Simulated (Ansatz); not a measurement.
Rows from a G0W0 calculation on RbBr (Fm-3m) (Ansatz 0.2.0; G0W0 on PBE, plane waves, PAW; PAW set soft_1; 4×4×4 mesh, 240 empty bands, screening to 120 eV, PAW set soft_1 files), in eV. Spin-orbit coupling is left out.

The database entry behind the starting cell differs from later determinations by our own check (about 0.5 % short), so it need not match the best structure at ambient conditions.

```
row      Σx     Σc     Vxc     Z
  A   -4.17  -2.95   -7.68  0.86
  B  -19.36   2.05  -15.45  0.80
  C   -3.78  -3.19   -7.94  0.85
```

Q: Which rows are filled states and which are empty ones, and how can one tell?

Filled: B. Empty: A and C. The sign of Σc tells: for a filled state bare exchange, which holds its interaction with itself, lies below Vxc (Σx − Vxc is -3.9 eV or lower here) and screening gives part back as a positive Σc. For an empty state Σx lies above Vxc (+3.5 eV or more) and the Coulomb hole leaves Σc negative.

[Paths, hosts, dates, memory and timing lines, banners, echoed tables and standing remarks are left out of the program output.]

[Logs are printed without paths, hosts, clocks, repeated set-up lines and the standing remarks that a program may print on its own settings, such as how far it seeks lower states.]

[Runs of the session that timed out or met a known fault of the program may be left out.]

[Cells called generated may have been cut or substituted from an entry of the Crystallography Open Database or the Materials Project.]

[Hosts, paths, dates, database ids (printed as entryN), source tags and the programs' standing remarks are cut or masked in the printed files.]
